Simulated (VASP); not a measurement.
A run of VASP 6.6.1 is set up as follows.

Contents of POSCAR:

```
Si
1.0
    0.0000000000      2.7218511865      2.7218511865
    2.7218511865      0.0000000000      2.7218511865
    2.7218511865      2.7218511865      0.0000000000
Si
2
Direct
    0.5000000000      0.5000000000      0.5000000000
    0.7500000000      0.7500000000      0.7500000000
```

Contents of INCAR.step1:

```
SYSTEM = Si
PREC = Accurate
ENCUT = 520
EDIFF = 1E-5
ISMEAR = -1
SIGMA = 0.05
LREAL = .False.
LASPH = .True.
NELM = 100
ALGO = Normal
ISIF = 2
LWAVE = .True.
NBANDS = 11
GGA = PE
```

The input INCAR.step2:

```
SYSTEM = Si
PREC = Accurate
ENCUT = 520
EDIFF = 1E-7
ISMEAR = -1
SIGMA = 0.05
LREAL = .False.
LASPH = .True.
NELM = 100
ALGO = Normal
ISIF = 2
LWAVE = .False.
LCHARG = .False.
GGA = PE
LHFCALC = .True.
HFSCREEN = 0.2
AEXX = 0.5
PRECFOCK = Fast
NBANDS = 11
ISTART = 1
```

Contents of KPOINTS:

```
regular mesh
0
Gamma
  4 4 4
  0 0 0
```

Potentials or basis: VASP PAW PBE potentials, release 64 (Si).

Run with:

```sh
$ cat potpaw_PBE.64/Si/POTCAR > POTCAR
$ cp INCAR.step1 INCAR
$ mpirun -np 1 vasp_std > vasp.out
$ cp INCAR.step2 INCAR
$ mpirun -np 1 vasp_std > vasp.out
```

(1) Estimate the band gap on the k mesh.

(2) Predict the pressure.

## Answers

(1) 2.07 eV, indirect (least direct gap 4.25 eV).

(2) -1.7 GPa.

Caveat: the k mesh is coarse (spacing up to 0.50 Å⁻¹), so the values aren't converged, least of all with exact exchange; the PAW data sets were made with another functional, which shifts forces and pressure a little.
